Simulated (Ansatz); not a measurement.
# BaS (Fm-3m) in Ansatz: further runs

The runs below take BaS through single point, with PBEsol+D3(BJ)+ATM, PBEsol+D3(BJ)-ATM.

Program: Ansatz 0.2.0. These are calculated values, not measurements. Logs are shortened: lines on timing, memory, paths and dates and some standing lists are left out, and cuts for length are marked.

## 1. The undisturbed crystal

It takes space group Fm-3m (No. 225, cubic). The conventional cell has a = 6.388 Å, b = 6.388 Å, c = 6.388 Å, α = 90.00°, β = 90.00°, γ = 90.00°. Ba (site symmetry m-3m) is surrounded by 6 S at 3.19 Å. S (site symmetry m-3m) is surrounded by 6 Ba at 3.19 Å.

## 2. Single point, PBEsol+D3(BJ)+ATM, collinear spin, ferromagnetic start (volume scaled by 0.96)

run.py reads:

```python
import json

import ase.io
import numpy as np

import ansatz as az

atoms = ase.io.read("BaS.cif")
atoms.info.pop("occupancy", None)
atoms.set_initial_magnetic_moments([0.5, 0.0])

calculation = (
    az.Crystal.from_ase(atoms)
    .calculation()
    .kpoints(7, 7, 7)
    .functional("pbesol", dispersion="d3bjatm")
    .pseudopotentials(kind="paw")
    .spin("collinear")
    .occupations(method="tetrahedron")
    .density()
    .potential()
    .output_files(volumetric_format="npy")
    .electron_localization_function()
    .forces()
    .stress()
)
outcome = calculation.run(threads=2, events_out="events.jsonl")

report = outcome.report
for line in open("events.jsonl"):
    event = json.loads(line)
    if event["event"] == "scf_iter":
        d = event["data"]
        print(f"SCF {d['iter']:3d}  HF = {d['harris_foulkes_ev']:.6f} eV  dr2 = {d['dr2_ev']:.2e} eV")
    elif event["event"] in ("relax_step", "md_step"):
        d = event["data"]
        print(f"{event['event']} {d['step']:3d}  E = {d['lagrangian_ev']:.6f} eV")
np.set_printoptions(precision=5, suppress=True, linewidth=110)
print("converged:", report["converged"], "after", report["n_iterations"], "iterations")
print(f"free energy {report['free_energy_ev']:.6f} eV, Fermi level {report['fermi_energy_ev']:.4f} eV")
for key in ("band_edges_ev", "magnetization_mub", "site_moments_mub", "site_moments_nc_mub", "forces_ev_ang",
                "stress_gpa", "kpoints_frac", "eigenvalues_ev"):
    if report.get(key) is not None:
        print(key, np.array(report[key]), sep="\n")
```

BaS.cif reads:

```cif
data_BaS
_cell_length_a 4.45560134
_cell_length_b 4.45560134
_cell_length_c 4.45560134
_cell_angle_alpha 60.00000000
_cell_angle_beta 60.00000000
_cell_angle_gamma 60.00000000
_space_group_name_H-M_alt 'P1'
_space_group_name_Hall 'P 1'
_space_group_IT_number 1
loop_
_space_group_symop_operation_xyz
'x,y,z'
loop_
_atom_site_label
_atom_site_type_symbol
_atom_site_symmetry_multiplicity
_atom_site_Wyckoff_symbol
_atom_site_fract_x
_atom_site_fract_y
_atom_site_fract_z
_atom_site_occupancy
Ba1 Ba 1 a 0.0000000000 0.0000000000 0.0000000000 1
S1 S 1 a 0.5000000000 0.5000000000 0.5000000000 1
```

Potentials or basis: Ansatz PAW.

Run with:

```bash
python run.py
```

What it wrote:

```text
DeckWarning: output.forces, output.stress, relax.cell or npt_langevin: where a Kohn–Sham band that disperses or a degenerate level is filled in part under the method tetrahedron, the forces or the stress that this run publishes need not agree with its energy (scf.occupations.method in the input reference, under Limitations); prefer a smearing scheme for the forces or the stress
DeckWarning: basis.ecutwfc = 420 eV, auto-derived from the records' recommended cutoffs: set by Ba (normal level)
PlacementWarning: RAYON_NUM_THREADS=2 ignored (pool sized by the plan → 2); use plan(threads=…)
RunWarning: the starting moments were not kept: the SCF closed with an absolute magnetisation of 2.9e-7 μB, where they sum to 0.5 μB in size (1 site). That is at most 0.1 of that sum. Measured as dr2_m measures the in/out step, that magnetisation stands 1.0e-14 eV from none, at or under the dr2_threshold of 1.0e-7 eV: it is no larger than a step whose dr2_m would equal this threshold. The system may hold no moment; this SCF show [...]
SCF   1  HF = -6752.521035 eV  dr2 = 5.51e-01 eV
SCF   2  HF = -6752.398817 eV  dr2 = 1.52e-01 eV
SCF   3  HF = -6752.385165 eV  dr2 = 2.84e-02 eV
SCF   4  HF = -6752.394146 eV  dr2 = 1.91e-03 eV
SCF   5  HF = -6752.396555 eV  dr2 = 5.42e-05 eV
SCF   6  HF = -6752.397526 eV  dr2 = 3.74e-06 eV
SCF   7  HF = -6752.398027 eV  dr2 = 3.97e-07 eV
SCF   8  HF = -6752.398279 eV  dr2 = 5.23e-08 eV
SCF   9  HF = -6752.398544 eV  dr2 = 6.35e-07 eV
SCF  10  HF = -6752.398544 eV  dr2 = 6.75e-07 eV
SCF  11  HF = -6752.398544 eV  dr2 = 4.79e-08 eV
SCF  12  HF = -6752.398544 eV  dr2 = 1.85e-09 eV
SCF  13  HF = -6752.398544 eV  dr2 = 1.85e-11 eV
SCF  14  HF = -6752.398544 eV  dr2 = 8.53e-14 eV
converged: True after 14 iterations
free energy -6752.398544 eV, Fermi level 6.0690 eV
band_edges_ev
[6.069  8.1415]
magnetization_mub
0.0
site_moments_mub
[ 0. -0.]
forces_ev_ang
[[-0. -0.  0.]
 [ 0.  0.  0.]]
stress_gpa
[[-0.88187  0.       0.     ]
 [ 0.      -0.88187  0.     ]
 [ 0.       0.      -0.88187]]
kpoints_frac
[[ 0.       0.       0.     ]
 [ 0.       0.       0.14286]
 [ 0.       0.       0.28571]
 [ 0.       0.       0.42857]
 [ 0.       0.14286  0.14286]
 [ 0.       0.14286  0.28571]
 [ 0.       0.14286  0.42857]
[... 10 lines left out ...]
 [ 0.14286  0.28571 -0.42857]
 [ 0.14286  0.42857 -0.42857]
 [ 0.14286  0.42857 -0.28571]]
eigenvalues_ev
[[-19.70478  -4.74482  -4.74482  -4.74482  -4.26876   6.069     6.069     6.069     9.77599   9.95714
    9.95714   9.95714  10.9503 ]
 [-19.69424  -5.24784  -4.75322  -4.75322  -3.75027   5.54383   5.79994   5.79994   9.93313  10.25935
   10.25935  10.55321  11.53815]
 [-19.6704   -5.78739  -4.77185  -4.77185  -3.17283   4.68786   5.31837   5.31837  10.2377   11.09951
   11.09951  11.96705  12.94416]
 [-19.65112  -6.09048  -4.78653  -4.78653  -2.83518   4.14613   5.00594   5.00594  11.091    12.18653
   12.26376  12.26376  14.1402 ]
 [-19.69081  -5.2584   -4.78887  -4.78887  -3.70097   5.18494   5.98493   5.98493   9.41438  10.32711
   10.65679  10.65679  11.12719]
 [-19.67159  -5.61816  -4.82447  -4.80989  -3.36401   4.74142   5.6101    5.71653   9.35702  11.14487
   11.45697  11.49848  11.86717]
 [-19.65089  -5.92785  -4.8492   -4.83354  -3.07454   4.47115   5.16174   5.29816   9.995    12.17004
   12.33879  12.58735  13.25237]
 [-19.64443  -6.02108  -4.89463  -4.80948  -2.95906   4.31325   5.04112   5.18142  11.06988  11.39751
   12.31753  13.11283  14.15436]
 [-19.65717  -5.87311  -4.89927  -4.76999  -3.07334   4.44939   5.06876   5.53604  10.31408  11.19615
   11.74825  12.42243  13.05018]
 [-19.67934  -5.55406  -4.83802  -4.74476  -3.40074   4.94168   5.37427   5.86832   9.90521  10.44615
   10.82867  11.2723   12.2944 ]
 [-19.65983  -5.53788  -4.88671  -4.88671  -3.55947   4.79934   5.92971   5.92971   8.60981  11.11424
   11.59386  12.31888  12.31888]
 [-19.64391  -5.61628  -4.97018  -4.91259  -3.57968   5.03207   5.62972   5.74029   8.74363  11.98736
   12.3449   13.04913  13.17369]
 [-19.63584  -5.71733  -5.10781  -4.88371  -3.37306   4.91137   5.36951   5.48745   9.65298  11.81847
   12.77804  13.1014   13.78501]
 [-19.64177  -5.82676  -5.07841  -4.8205   -3.1484    4.52628   5.09675   5.63184  10.86622  11.03171
   11.81192  12.2691   14.31064]
 [-19.6354   -5.39661  -4.96402  -4.96402  -4.05147   5.48669   5.9764    5.9764    8.1415   12.08558
   12.09983  13.74681  13.74682]
 [-19.6318   -5.29571  -5.25036  -4.95153  -3.88127   5.62467   5.65193   5.78695   8.52344  12.65134
   12.75411  12.83016  13.50827]
 [-19.65407  -5.73464  -4.94675  -4.82847  -3.28586   4.66434   5.29436   5.76704   9.39052  11.46127
   12.00362  12.54573  12.82035]
 [-19.63994  -5.81298  -5.01422  -4.88894  -3.22462   4.66547   5.21808   5.51678  10.11091  11.32551
   12.65812  12.81593  14.0089 ]
 [-19.63431  -5.50263  -5.07984  -5.03225  -3.63233   5.22681   5.51841   5.78181   8.98364  11.94654
   12.38604  13.46724  13.68041]
 [-19.63255  -5.55678  -5.18089  -5.00752  -3.44056   4.91003   5.53659   5.63881   9.94264  10.86707
   12.70898  13.28345  13.48978]
 [-19.70478  -4.74482  -4.74482  -4.74482  -4.26876   6.069     6.069     6.069     9.77599   9.95714
    9.95714   9.95714  10.9503 ]
 [-19.69424  -5.24784  -4.75322  -4.75322  -3.75027   5.54383   5.79994   5.79994   9.93313  10.25935
   10.25935  10.55321  11.53816]
 [-19.6704   -5.78739  -4.77185  -4.77185  -3.17283   4.68786   5.31837   5.31837  10.2377   11.09951
   11.09951  11.96705  12.94416]
 [-19.65112  -6.09048  -4.78653  -4.78653  -2.83518   4.14613   5.00594   5.00594  11.091    12.18653
   12.26376  12.26376  14.1402 ]
 [-19.69081  -5.2584   -4.78887  -4.78887  -3.70097   5.18494   5.98493   5.98493   9.41438  10.32711
   10.65679  10.65679  11.12719]
 [-19.67159  -5.61816  -4.82447  -4.80989  -3.36401   4.74142   5.6101    5.71653   9.35702  11.14487
   11.45697  11.49848  11.86717]
 [-19.65089  -5.92785  -4.8492   -4.83354  -3.07454   4.47115   5.16174   5.29816   9.995    12.17004
   12.33879  12.58735  13.25237]
 [-19.64443  -6.02108  -4.89463  -4.80948  -2.95906   4.31325   5.04112   5.18142  11.06988  11.39751
   12.31753  13.11283  14.15436]
 [-19.65717  -5.87311  -4.89927  -4.76999  -3.07334   4.44939   5.06876   5.53604  10.31408  11.19615
   11.74825  12.42243  13.05018]
 [-19.67934  -5.55406  -4.83802  -4.74476  -3.40075   4.94168   5.37427   5.86832   9.90521  10.44615
   10.82867  11.2723   12.2944 ]
 [-19.65983  -5.53788  -4.88671  -4.88671  -3.55947   4.79934   5.9297    5.9297    8.60981  11.11424
   11.59386  12.31888  12.31888]
 [-19.64391  -5.61628  -4.97018  -4.91259  -3.57968   5.03207   5.62972   5.74029   8.74363  11.98736
   12.3449   13.04913  13.17369]
 [-19.63584  -5.71733  -5.10781  -4.88371  -3.37306   4.91137   5.36951   5.48745   9.65298  11.81847
   12.77804  13.1014   13.78501]
 [-19.64177  -5.82676  -5.07841  -4.8205   -3.1484    4.52628   5.09675   5.63184  10.86622  11.03171
   11.81192  12.2691   14.31064]
 [-19.6354   -5.39661  -4.96402  -4.96402  -4.05147   5.48669   5.9764    5.9764    8.1415   12.08558
   12.09983  13.74682  13.74682]
 [-19.6318   -5.29571  -5.25036  -4.95153  -3.88127   5.62467   5.65193   5.78695   8.52344  12.65134
   12.75411  12.83016  13.50827]
 [-19.65407  -5.73464  -4.94675  -4.82847  -3.28586   4.66434   5.29436   5.76704   9.39052  11.46128
   12.00362  12.54573  12.82035]
 [-19.63994  -5.81298  -5.01422  -4.88894  -3.22462   4.66547   5.21808   5.51678  10.11091  11.32552
   12.65812  12.81593  14.0089 ]
 [-19.63431  -5.50263  -5.07984  -5.03225  -3.63233   5.22681   5.51841   5.78181   8.98364  11.94654
   12.38604  13.46724  13.68041]
 [-19.63255  -5.55678  -5.18089  -5.00752  -3.44056   4.91003   5.53659   5.63881   9.94264  10.86707
   12.70898  13.28345  13.48978]]
```

It took 3.5 s on 2 threads of Arm Neoverse V1, shared host; peak memory 0.45 GiB.

What came out:

| Item | Value |
| --- | --- |
| Free energy | -6752.3985 eV |
| Pressure | -0.9 GPa |
| Band gap on the k mesh | 2.07 eV, indirect (least direct gap 2.17 eV) |
| Net moment | 0.00 μB per cell |
| Absolute moment | 0.00 μB per cell |

Levels at points of the mesh, in eV from the valence-band top:
Spin up:
```csv
k point,band 5,band 6,band 7,band 8,band 9,band 10,band 11,band 12
"(0.00, 0.00, 0.00)",-10.34,0.00,0.00,0.00,3.71,3.89,3.89,3.89
```
Spin down:
```tsv
k point	band 4	band 5	band 6	band 7	band 8	band 9	band 10	band 11	band 12	band 13
(0.00, 0.00, 0.00)	-10.81	-10.34	0.00	0.00	0.00	3.71	3.89	3.89	3.89	4.88
```

Caveat: odd divisions of the mesh miss points on the zone boundary, where band edges often lie, so the gap on the mesh can be too wide; spin-orbit coupling is left out, which moves the levels of the heavy elements; with tetrahedron occupations forces and stress needn't match the slope of the energy; the starting moments weren't kept. A k mesh can miss the band edges.

## 3. Single point, PBEsol+D3(BJ)-ATM, collinear spin, ferromagnetic start (volume scaled by 0.96)

input.yaml reads:

```yaml
crystal:
  lattice:
    - [4.45560134, 0.0, 0.0]
    - [2.22780067, 3.8586639496, 0.0]
    - [2.22780067, 1.2862213165, 3.6379832601]
  atoms:
    - { symbol: Ba, position: [0.0, 0.0, 0.0], spin: 0.5 }
    - { symbol: S, position: [0.5, 0.5, 0.5] }
hamiltonian:
  xc: pbesol
  pseudopotentials: { kind: paw }
  dispersion: d3bjatm
magnetization:
  spin_polarized: true
kpoints:
  mp_grid: { grid: [7, 7, 7] }
scf:
  occupations: { method: tetrahedron }
output:
  forces: true
  stress: true
```

Potentials or basis: Ansatz PAW.

Run with:

```bash
ansatz run input.yaml --threads 2 --pin off --max-ram 5120MiB --backend cpu --events-out ev --progress --plain --runs-dir out
```

What it wrote:

```text
Warning: output.forces, output.stress, relax.cell or npt_langevin: where a Kohn–Sham band that disperses or a degenerate level is filled in part under the method tetrahedron, the forces or the stress that this run publishes need not agree with its energy (scf.occupations.method in the input reference, under Limitations); prefer a smearing scheme for the forces or the stress
Warning: RAYON_NUM_THREADS=2 ignored (pool sized by the plan → 2); use --threads N
Engine: ansatz 0.2.0, aarch64-unknown-linux-gnu
Pseudopotentials: kind: paw
Pseudopotential: Ba, paw, valence charge 10, recommended cutoff 420 eV (normal), Ba.paw.azcp
Pseudopotential: S, paw, valence charge 6, recommended cutoff 420 eV (normal), S.paw.azcp
Functional definition: PBEsol
  exchange = pbesol_x
  correlation = pbesol_c
Crystal: 2 atoms, lattice volume = 62.547 Å³
Basis set: ecut = 420 eV, 1243 PW (Γ), exchange–correlation on 60×60×60 points (8 copies of the dense FFT grid, shifted against one another)
Bands: 13, of which v1, the nominal top of the filled ones, is band 8 counted from 1 (7 counted from 0)
Symmetry: 48 space group operations
Space group: Fm-3m (ITA 225), of the structure as read, at distance tolerance 4.0e-5 Å
Magnetic group: BNS 225.116 (UNI 1618), of the structure as read, at distance tolerance 4.0e-5 Å
k-points: 20 of 343
Non-local potential: Ba, projectors of the file, l = 0: 3, l = 1: 2, l = 2: 2, l = 3: 2
Non-local potential: S, projectors of the file, l = 0: 2, l = 1: 2, l = 2: 2
PAW form: soft (Blöchl's): semilocal exchange-correlation on the pseudo side does not see the compensation charge
PAW frozen core: Ba, regenerated for the run's functional, and the local potential with it (the file was generated under x = pbe(κ = 0.804, μ = 0.2195149727645171), c = pbe(β = 0.06672455060314922))
PAW frozen core: S, regenerated for the run's functional, and the local potential with it (the file was generated under x = pbe(κ = 0.804, μ = 0.2195149727645171), c = pbe(β = 0.06672455060314922))
PAW one-centre angular grid: Ba, 194 points (default); XC on 64 Gauss nodes
PAW one-centre angular grid: S, 110 points (default); XC on 64 Gauss nodes
Initial density: superposition of atomic densities (chi_scale 0.1, normalization cell, long waves kept (reshape's long-wave potential 0.00 eV rms))
Starting moments: Σ|m| = 0.5 μB on 1 of 2 sites
Initial wavefunctions: pseudopotential atomic-orbital guess
[... 24 lines left out ...]
this state was not tested for a lower state beside it, because cold or Methfessel-Paxton smearing, or corrected tetrahedra, fill the levels in a way that the test cannot read (fill_not_monotonic; see scf.lower_state_search)
SCF converged after 14 iterations
Magnetization: 0.0000 μB (8.0000 up, 8.0000 down)
Absolute magnetization: 0.0000 μB (∫|ρ↑−ρ↓|, with the PAW one-centre terms)
Spin contamination: 0.0000 ħ² per cell (⟨S²⟩ above its minimum at these occupations)
Per-site moments (μB) at R_I (Å): [(1.4724522267993338e-8, 1.2996166927376154), (-1.653762878682028e-7, 1.2996166927376154)]
Free energy (F): -6752.398544 eV
Harris-Foulkes:  -6752.398544 eV  (|F-HF|=1.82e-12)
Internal energy: -6752.398544 eV  (E = F + TS)
E sigma→0 (E₀):  -6752.398544 eV
Fermi energy:    6.069003 eV
--- Per-component energies (eV) ---
  E_band       = -45.522167
  E_kinetic    = 276.989571
  E_local      = -387.157148  (includes V_loc(G=0)·N_el)
  E_nonlocal   = 86.822964
  E_hartree    = 122.301262
  E_xc         = -264.401233
  E_vxc        = -224.805405  (∫ρ·V_xc dr)
  E_paw        = -5724.678773  (= ΣΔE_a)
  E_vpaw       = -41.974676  (= ΣTr[D̂ρ^β])
  E_aug_tail   = -0.000000  (compensation charges beyond the density's cutoff)
  E_ewald      = -861.886103
  E_disp       = -0.602467  (pairwise vdW)
  E_core_change = 0.213382  (= ΣΔE_core)
  E_smearing   = -0.000000  (= −TS)
  E_closure    = -0.000000  (closes the sum)
  Σ components = -6752.398544   (vs F -6752.398544, Δ=0.00e0)
--- Forces (eV/Å), atoms counted from 1 ---
  atom   1  Ba    -0.00000000     0.00000000     0.00000000
  atom   2  S      0.00000000     0.00000000    -0.00000000
  max |Σ_I F_I| component: 5.42e-31 eV/Å
--- Stress (GPa, compression-positive) ---
       -0.881874       0.000000      -0.000000
       -0.000000      -0.881874      -0.000000
       -0.000000      -0.000000      -0.881874
  P = ⅓ Tr σ = -0.8819 GPa (-8.819 kbar)
--- Band table (eV; the first three rows and the last of 40) ---
  k-point 0 ↑: bands = ["-19.7048", "-4.7448", "-4.7448", "-4.7448", "-4.2688", "6.0690", "6.0690", "6.0690", "9.7760", "9.9571", "9.9571", "9.9571", "10.9503"]
  k-point 1 ↑: bands = ["-19.6942", "-5.2478", "-4.7532", "-4.7532", "-3.7503", "5.5438", "5.7999", "5.7999", "9.9331", "10.2594", "10.2594", "10.5532", "11.5382"]
  k-point 2 ↑: bands = ["-19.6704", "-5.7874", "-4.7718", "-4.7718", "-3.1728", "4.6879", "5.3184", "5.3184", "10.2377", "11.0995", "11.0995", "11.9670", "12.9442"]
  k-point 19 ↓: bands = ["-19.6325", "-5.5568", "-5.1809", "-5.0075", "-3.4406", "4.9100", "5.5366", "5.6388", "9.9426", "10.8671", "12.7090", "13.2834", "13.4898"]
```

Wall time 2.4 s (2 threads of Arm Neoverse V1, shared host); peak memory 0.32 GiB.

What came out:

```
Free energy            : -6752.3985 eV
Pressure               : -0.9 GPa
Band gap on the k mesh : 2.07 eV, indirect (least direct gap 2.17 eV)
Net moment             : 0.00 μB per cell
Absolute moment        : 0.00 μB per cell
```

Caveat: odd divisions of the mesh miss points on the zone boundary, where band edges often lie, so the gap on the mesh can be too wide; spin-orbit coupling is left out, which moves the levels of the heavy elements; the PAW data sets come from PBE, with cores solved anew for the run's functional, which leaves a small shift of forces and pressure; with tetrahedron occupations forces and stress needn't match the slope of the energy; the starting moments weren't kept. A k mesh can miss the band edges.
